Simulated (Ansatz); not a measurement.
LiF (Griceite) in Ansatz: the effect of functional

Crystal: LiF (Griceite).

```
F Li
1.0
     0.00000    2.00048    2.00048
     2.00048    0.00000    2.00048
     2.00048    2.00048    0.00000
F Li
1 1
Direct
  0.50000 0.50000 0.50000
  0.00000 0.00000 0.00000
```

The cell isn't the ideal one: volume scaled by 0.98.

Alike in all runs:

```yaml
Program: Ansatz 0.2.0
Task: single point
Potentials_or_basis: Ansatz PAW
k_mesh: 11 × 11 × 11
Occupations: fermi-dirac, width 0.05 eV
Spin: no spin polarisation
```

| functional | cutoff | gap on the mesh (eV) | pressure (GPa) |
| --- | --- | --- | --- |
| LDA | 420 eV (not typed: the program's choice for these potentials) | ? | ? |
| PBEsol | 420 eV (not typed: the program's choice for these potentials) | 9.10 | 0.4 |
| r2SCAN | 500 eV (not typed: the program's choice for these potentials) | 10.25 | -0.6 |

**Question.** What does the run with functional LDA give?

**Answer.** gap on the mesh 9.03 eV; pressure -5.2 GPa.

Caveats: odd divisions of the mesh miss points on the zone boundary, where band edges often lie, so the gap on the mesh can be too wide; the PAW data sets come from PBE, with cores solved anew for the run's functional, which leaves a small shift of forces and pressure.

A k mesh can miss the band edges.
